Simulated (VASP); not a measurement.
Computed with PBEsol GGA, VASP's PBE PAW potentials (set 64) (plane waves; VASP 6.6.1).

A VASP calculation is set up with these files.

### INCAR
```
ALGO = Normal
EDIFF = 1E-7
ENCUT = 400
GGA = PS
ICHARG = 11
ISMEAR = 0
LASPH = .True.
LCHARG = .False.
LMAXMIX = 4
LORBIT = 11
LREAL = .False.
LWAVE = .False.
NELM = 100
PREC = Accurate
SIGMA = 0.05
SYSTEM = AlSb
```

### POSCAR
```
AlSb
1.0
  0.0000000000   3.0841223129   3.0841223129
  3.0841223129   0.0000000000   3.0841223129
  3.0841223129   3.0841223129   0.0000000000
Al Sb
1 1
Direct
  0.0000000000   0.0000000000   0.0000000000
  0.2500000000   0.2500000000   0.2500000000
```

### KPOINTS
```
k-points along high-symmetry lines
15
Line-mode
Reciprocal
  0.000000   0.000000   0.000000 ! GAMMA
 -0.500000  -0.500000   0.000000 ! X

 -0.500000  -0.500000   0.000000 ! X
 -0.375000  -0.375000   0.250000 ! U

 -0.375000  -0.000000   0.375000 ! K
  0.000000   0.000000   0.000000 ! GAMMA

  0.000000   0.000000   0.000000 ! GAMMA
 -0.000000  -0.000000   0.500000 ! L

 -0.000000  -0.000000   0.500000 ! L
 -0.500000  -0.250000   0.250000 ! W

 -0.500000  -0.250000   0.250000 ! W
 -0.500000  -0.500000   0.000000 ! X
```

POTCAR, in this order: Al Sb (PBE.64 set). Program: vasp_std. Read from the step before: CHGCAR.

Output

### OUTCAR
```
 ion  position               nearest neighbor table
   1  0.000  0.000  0.000-   2 2.67   2 2.67   2 2.67   2 2.67
   2  0.250  0.250  0.250-   1 2.67   1 2.67   1 2.67   1 2.67
  LATTYP: Found a face centered cubic cell.
 ALAT       =     6.1682446258
 Subroutine PRICEL returns:
 Original cell was already a primitive cell.
 Subroutine GETGRP returns: Found 24 space group operations
The static configuration has the point symmetry T_d .
The dynamic configuration has the point symmetry T_d .
 Subroutine INISYM returns: Found 24 space group operations
   k-points           NKPTS =     90   k-points in BZ     NKDIM =     90   number of bands    NBANDS=      8
   number of dos      NEDOS =    301   number of ions     NIONS =      2
   total plane-waves  NPLWV =  21952
   dimension x,y,z NGX =    28 NGY =   28 NGZ =   28
   dimension x,y,z NGXF=    56 NGYF=   56 NGZF=   56
   ions per type =               1   1
   PREC   = accura    normal or accurate (medium, high low for compatibility)
   ISTART =      0    job   : 0-new  1-cont  2-samecut
   ICHARG =     11    charge: 1-file 2-atom 10-const
   ISPIN  =      1    spin polarized calculation?
   LNONCOLLINEAR =      F non collinear calculations
   LSORBIT =      F    spin-orbit coupling
   INIWAV =      1    electr: 0-lowe 1-rand  2-diag
   ENCUT  =  400.0 eV  29.40 Ry    5.42 a.u.   7.11  7.11  7.11*2*pi/ulx,y,z
   NELM   =    100;   NELMIN=  2; NELMDL= -5     # of ELM steps
   EDIFF  = 0.1E-06   stopping-criterion for ELM
   LREAL  =      F    real-space projection
   NLSPLINE    = F    spline interpolate recip. space projectors
   LMAXMIX     =    4 max onsite mixed and CHGCAR
   VOSKOWN=      0    Vosko Wilk Nusair interpolation
   EDIFFG = 0.1E-05   stopping-criterion for IOM
   NSW    =      0    number of steps for IOM
   NBLOCK =      1;   KBLOCK =      1    inner block; outer block
   IBRION =     -1    ionic relax: 0-MD 1-quasi-New 2-CG
   NFREE  =      0    steps in history (QN), initial steepest desc. (CG)
   ISIF   =      2    stress and relaxation
   ISYM   =      2    0-nonsym 1-usesym 2-fastsym
   TEIN   =    0.0    initial temperature
   TEBEG  =    0.0;   TEEND  =   0.0 temperature during run
...
```

OSZICAR:
```
       N       E                     dE             d eps       ncg     rms          rms(c)
DAV:   1     0.125996684869E+02    0.12600E+02   -0.23872E+03  1440   0.566E+02
DAV:   2    -0.709916283144E+01   -0.19699E+02   -0.19025E+02  1968   0.774E+01
DAV:   3    -0.757207625793E+01   -0.47291E+00   -0.45212E+00  1960   0.144E+01
DAV:   4    -0.757512481153E+01   -0.30486E-02   -0.30486E-02  2128   0.130E+00
DAV:   5    -0.757514410631E+01   -0.19295E-04   -0.19295E-04  1992   0.832E-02
DAV:   6    -0.757514454804E+01   -0.44173E-06   -0.44173E-06  2136   0.107E-02
DAV:   7    -0.757514456001E+01   -0.11961E-07   -0.11960E-07  1952   0.139E-03
   1 F= -.75751446E+01 E0= -.75751446E+01  d E =-.732172E-15
```

**OUTCAR**
```
 val. band max:        4.5615638539   @ k =   0.0000   0.0000   0.0000

 cond. band min:       5.6950438733   @ k =  -0.4643  -0.4643   0.0000



 k-point     1 :       0.0000    0.0000    0.0000
  band No.  band energies     occupation
      1      -6.1064      2.00000
      2       4.5616      2.00000
      3       4.5616      2.00000
      4       4.5616      2.00000
      5       6.0106      0.00000
      6       7.6504      0.00000
      7       7.6504      0.00000
      8       7.6504      0.00000

 k-point     2 :      -0.0357   -0.0357    0.0000
  band No.  band energies     occupation
      1      -6.0908      2.00000
      2       4.3544      2.00000
      3       4.5055      2.00000
      4       4.5055      2.00000
      5       6.2159      0.00000
      6       7.5951      0.00000
      7       7.7285      0.00000
      8       7.7285      0.00000

 k-point     3 :      -0.0714   -0.0714    0.0000
  band No.  band energies     occupation
      1      -6.0442      2.00000
      2       3.9141      2.00000
      3       4.3536      2.00000
      4       4.3536      2.00000
      5       6.6360      0.00000
      6       7.4564      0.00000
      7       7.9463      0.00000
      8       7.9463      0.00000

 k-point     4 :      -0.1071   -0.1071    0.0000
  band No.  band energies     occupation
      1      -5.9671      2.00000
      2       3.4070      2.00000
      3       4.1402      2.00000
      4       4.1402      2.00000
      5       6.9821      0.00000
      6       7.3729      0.00000
      7       8.2686      0.00000
      8       8.2686      0.00000

 k-point     5 :      -0.1429   -0.1429    0.0000
  band No.  band energies     occupation
      1      -5.8603      2.00000
      2       2.8845      2.00000
      3       3.8974      2.00000
      4       3.8974      2.00000
      5       6.8879      0.00000
      6       7.6391      0.00000
      7       8.6622      0.00000
      8       8.6622      0.00000
...
```

The density is held fixed in this step, so its total energy and stress have no physical meaning. Unless said otherwise, spin-orbit coupling is left out, though it shifts the bands of the heavy elements here.

The structure was generated: AlSb was put into the zinc blende type (F-43m), which need not be its known phase. It was relaxed first, which changed the volume by +8 %.
